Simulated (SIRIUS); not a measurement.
Set up this calculation in SIRIUS 7.12.0, as the native input.

* Task: single point
* Functional: PBEsol
* Potentials or basis: all-electron FP-LAPW
* Cutoff: 172 eV
* Basis: apw+lo standard
* k mesh: 8 × 8 × 8
* Occupations: fermi-dirac, width 0.05 eV
* Spin: no spin polarisation
* Muffin tin radii: In 2.43, P 2.19 bohr
* Basis cutoff (gk_cutoff): 3.56 1/bohr
* Cutoff of density and potential (pw_cutoff): 20 1/bohr
* lmax of the basis: 10
* lmax of density and potential: 8
* Valence relativity: iora
* Core states: In 1s2s2p3s3p3d, P 1s
* Local orbitals (radial functions): In 14, P 12
* Reference energy of the basis: 0.17 Ha
* Smallest sphere radius times basis cutoff: 7.8
* Start of the SCF: LDA density

The system is InP.

```
CELL_PARAMETERS angstrom
0.00000 2.93050 2.93050
2.93050 0.00000 2.93050
2.93050 2.93050 0.00000
ATOMIC_POSITIONS crystal
In 0.00000 0.00000 0.00000
P 0.75000 0.75000 0.75000
```

One way to write it, as run:

sirius.json

```json
{
  "control": {
    "processing_unit": "cpu",
    "std_evp_solver_name": "lapack",
    "gen_evp_solver_name": "lapack",
    "verbosity": 2,
    "print_forces": true,
    "ortho_rf": true,
    "use_second_variation": true,
    "rmt_max": 3.0,
    "num_bands_to_print": 24,
    "save_wf": true
  },
  "parameters": {
    "electronic_structure_method": "full_potential_lapwlo",
    "xc_functionals": ["XC_GGA_X_PBE_SOL", "XC_GGA_C_PBE_SOL"],
    "core_relativity": "dirac",
    "valence_relativity": "iora",
    "num_fv_states": 24,
    "smearing": "fermi_dirac",
    "smearing_width": 0.0018374661,
    "pw_cutoff": 20,
    "gk_cutoff": 3.56,
    "lmax_apw": 10,
    "lmax_rho": 8,
    "lmax_pot": 8,
    "num_mag_dims": 0,
    "auto_rmt": 0,
    "ngridk": [8, 8, 8],
    "shiftk": [0, 0, 0],
    "num_dft_iter": 80,
    "energy_tol": 1e-07,
    "density_tol": 1e-05,
    "use_symmetry": true
  },
  "settings": {"tol_ne": 1e-10},
  "iterative_solver": {"type": "exact"},
  "mixer": {"type": "anderson", "beta": 0.5, "max_history": 8},
  "unit_cell": {
    "lattice_vectors": [[0.0, 5.5378424082, 5.5378424082], [5.5378424082, 0.0, 5.5378424082], [5.5378424082, 5.5378424082, 0.0]],
    "atom_types": ["In", "P"],
    "atom_files": {"In": "In.json", "P": "P.json"},
    "atoms": {"In": [[0.0, 0.0, 0.0]], "P": [[0.75, 0.75, 0.75]]}
  }
}
```

In.json

```json
{
  "name": "indium",
  "symbol": "In",
  "number": 49,
  "mass": 114.818,
  "rmin": 1e-06,
  "rmt": 2.43,
  "nrmt": 800,
  "rinf": 19.56,
  "core": "1s2s2p3s3p3d",
  "valence": [
    {"basis": [{"enu": -0.03, "dme": 0, "n": 0, "auto": 0}, {"enu": -0.03, "dme": 1, "n": 0, "auto": 0}]},
    {"l": 0, "n": 1, "basis": [{"enu": 0.0142, "dme": 0, "n": 0, "auto": 0}]},
    {"l": 1, "n": 2, "basis": [{"enu": 0.07, "dme": 0, "n": 0, "auto": 0}]},
    {"l": 2, "n": 3, "basis": [{"enu": 0.07, "dme": 0, "n": 0, "auto": 0}]},
    {"l": 3, "n": 4, "basis": [{"enu": 0.07, "dme": 0, "n": 0, "auto": 0}]}
  ],
  "lo": [
    {
      "l": 0,
      "basis": [{"enu": 0.0142, "dme": 0, "n": 0, "auto": 0}, {"enu": 0.0142, "dme": 1, "n": 0, "auto": 0}]
    },
    {
      "l": 0,
      "basis": [{"enu": -4.2073, "dme": 0, "n": 4, "auto": 1}, {"enu": -4.2073, "dme": 1, "n": 4, "auto": 1}]
    },
    {
      "l": 0,
      "basis": [{"enu": -4.2073, "dme": 1, "n": 4, "auto": 1}, {"enu": 0.0142, "dme": 0, "n": 0, "auto": 0}]
    },
    {
      "l": 0,
      "basis": [{"enu": 0.0142, "dme": 0, "n": 0, "auto": 0}, {"enu": 2.7238, "dme": 0, "n": 0, "auto": 0}]
    },
    {"l": 1, "basis": [{"enu": 0.07, "dme": 0, "n": 0, "auto": 0}, {"enu": 0.07, "dme": 1, "n": 0, "auto": 0}]},
    {
      "l": 1,
      "basis": [{"enu": -2.6947, "dme": 0, "n": 4, "auto": 1}, {"enu": -2.6947, "dme": 1, "n": 4, "auto": 1}]
    },
    {
      "l": 1,
      "basis": [{"enu": -2.6947, "dme": 1, "n": 4, "auto": 1}, {"enu": 0.07, "dme": 0, "n": 0, "auto": 0}]
    },
    {"l": 1, "basis": [{"enu": 0.07, "dme": 0, "n": 0, "auto": 0}, {"enu": 3.1861, "dme": 0, "n": 0, "auto": 0}]},
    {"l": 2, "basis": [{"enu": 0.07, "dme": 0, "n": 0, "auto": 0}, {"enu": 0.07, "dme": 1, "n": 0, "auto": 0}]},
    {
      "l": 2,
      "basis": [{"enu": -0.5203, "dme": 0, "n": 4, "auto": 1}, {"enu": -0.5203, "dme": 1, "n": 4, "auto": 1}]
    },
    {
      "l": 2,
      "basis": [{"enu": -0.5203, "dme": 1, "n": 4, "auto": 1}, {"enu": 0.07, "dme": 0, "n": 0, "auto": 0}]
    },
    {"l": 2, "basis": [{"enu": 0.07, "dme": 0, "n": 0, "auto": 0}, {"enu": 3.5925, "dme": 0, "n": 0, "auto": 0}]},
    {"l": 3, "basis": [{"enu": 0.07, "dme": 0, "n": 0, "auto": 0}, {"enu": 0.07, "dme": 1, "n": 0, "auto": 0}]},
    {"l": 3, "basis": [{"enu": 0.07, "dme": 0, "n": 0, "auto": 0}, {"enu": 3.0167, "dme": 0, "n": 0, "auto": 0}]}
  ],
  "free_atom": [... radial grid and density of the free atom, the start of the SCF ...]
}
```

P.json

```json
{
  "name": "phosphorus",
  "symbol": "P",
  "number": 15,
  "mass": 30.973762,
  "rmin": 1e-06,
  "rmt": 2.19,
  "nrmt": 800,
  "rinf": 15.16,
  "core": "1s",
  "valence": [
    {"basis": [{"enu": -0.03, "dme": 0, "n": 0, "auto": 0}, {"enu": -0.03, "dme": 1, "n": 0, "auto": 0}]},
    {"l": 0, "n": 1, "basis": [{"enu": -0.0345, "dme": 0, "n": 0, "auto": 0}]},
    {"l": 1, "n": 2, "basis": [{"enu": 0.07, "dme": 0, "n": 0, "auto": 0}]},
    {"l": 2, "n": 3, "basis": [{"enu": 0.07, "dme": 0, "n": 0, "auto": 0}]},
    {"l": 3, "n": 4, "basis": [{"enu": 0.07, "dme": 0, "n": 0, "auto": 0}]}
  ],
  "lo": [
    {
      "l": 0,
      "basis": [{"enu": -0.0345, "dme": 0, "n": 0, "auto": 0}, {"enu": -0.0345, "dme": 1, "n": 0, "auto": 0}]
    },
    {
      "l": 0,
      "basis": [{"enu": -0.0345, "dme": 1, "n": 0, "auto": 0}, {"enu": -0.0345, "dme": 2, "n": 0, "auto": 0}]
    },
    {
      "l": 0,
      "basis": [{"enu": -6.0806, "dme": 0, "n": 2, "auto": 1}, {"enu": -6.0806, "dme": 1, "n": 2, "auto": 1}]
    },
    {
      "l": 0,
      "basis": [{"enu": -0.0345, "dme": 0, "n": 0, "auto": 0}, {"enu": 2.4675, "dme": 0, "n": 0, "auto": 0}]
    },
    {"l": 1, "basis": [{"enu": 0.07, "dme": 0, "n": 0, "auto": 0}, {"enu": 0.07, "dme": 1, "n": 0, "auto": 0}]},
    {
      "l": 1,
      "basis": [{"enu": -4.2988, "dme": 0, "n": 2, "auto": 1}, {"enu": -4.2988, "dme": 1, "n": 2, "auto": 1}]
    },
    {
      "l": 1,
      "basis": [{"enu": -4.2988, "dme": 1, "n": 2, "auto": 1}, {"enu": 0.07, "dme": 0, "n": 0, "auto": 0}]
    },
    {"l": 1, "basis": [{"enu": 0.07, "dme": 0, "n": 0, "auto": 0}, {"enu": 3.9065, "dme": 0, "n": 0, "auto": 0}]},
    {"l": 2, "basis": [{"enu": 0.07, "dme": 0, "n": 0, "auto": 0}, {"enu": 0.07, "dme": 1, "n": 0, "auto": 0}]},
    {"l": 2, "basis": [{"enu": 0.07, "dme": 1, "n": 0, "auto": 0}, {"enu": 0.07, "dme": 2, "n": 0, "auto": 0}]},
    {"l": 2, "basis": [{"enu": 0.07, "dme": 0, "n": 0, "auto": 0}, {"enu": 3.3226, "dme": 0, "n": 0, "auto": 0}]},
    {"l": 3, "basis": [{"enu": 0.07, "dme": 0, "n": 0, "auto": 0}, {"enu": 0.07, "dme": 1, "n": 0, "auto": 0}]}
  ],
  "free_atom": [... radial grid and density of the free atom, the start of the SCF ...]
}
```

sirius_start.json

```json
{
  "control": {
    "processing_unit": "cpu",
    "std_evp_solver_name": "lapack",
    "gen_evp_solver_name": "lapack",
    "verbosity": 1,
    "print_forces": false,
    "ortho_rf": true,
    "use_second_variation": true,
    "rmt_max": 3.0,
    "num_bands_to_print": 24,
    "save_wf": false
  },
  "parameters": {
    "electronic_structure_method": "full_potential_lapwlo",
    "xc_functionals": ["XC_LDA_X", "XC_LDA_C_PW"],
    "core_relativity": "dirac",
    "valence_relativity": "iora",
    "num_fv_states": 24,
    "smearing": "fermi_dirac",
    "smearing_width": 0.0055123983,
    "pw_cutoff": 20,
    "gk_cutoff": 2.85,
    "lmax_apw": 10,
    "lmax_rho": 8,
    "lmax_pot": 8,
    "num_mag_dims": 0,
    "auto_rmt": 0,
    "ngridk": [3, 3, 3],
    "shiftk": [0, 0, 0],
    "num_dft_iter": 30,
    "energy_tol": 0.01,
    "density_tol": 0.05,
    "use_symmetry": true
  },
  "settings": {"tol_ne": 1e-10},
  "iterative_solver": {"type": "exact"},
  "mixer": {"type": "anderson", "beta": 0.5, "max_history": 8},
  "unit_cell": {
    "lattice_vectors": [[0.0, 5.5378424082, 5.5378424082], [5.5378424082, 0.0, 5.5378424082], [5.5378424082, 5.5378424082, 0.0]],
    "atom_types": ["In", "P"],
    "atom_files": {"In": "In.json", "P": "P.json"},
    "atoms": {"In": [[0.0, 0.0, 0.0]], "P": [[0.75, 0.75, 0.75]]}
  }
}
```

Potentials or basis: all-electron FP-LAPW, apw+lo standard.

The run is started by

```bash
$ OMP_NUM_THREADS=1 sirius.scf --input=sirius_start.json --output=start.json
$ OMP_NUM_THREADS=1 sirius.scf --input=sirius.json --output=output.json --task=1
```

It gave:

The band gap on the k mesh is 0.61 eV, direct. The all electrons inside the program's atomic spheres are In 47.05; P 13.32 (radii In 2.43, P 2.19 bohr).

Caveat: spin-orbit coupling is left out, which moves the levels of the heavy elements.

Wall time 47 s on 1 thread of Arm Neoverse V2, with other jobs on the host, peak memory 0.46 GiB.
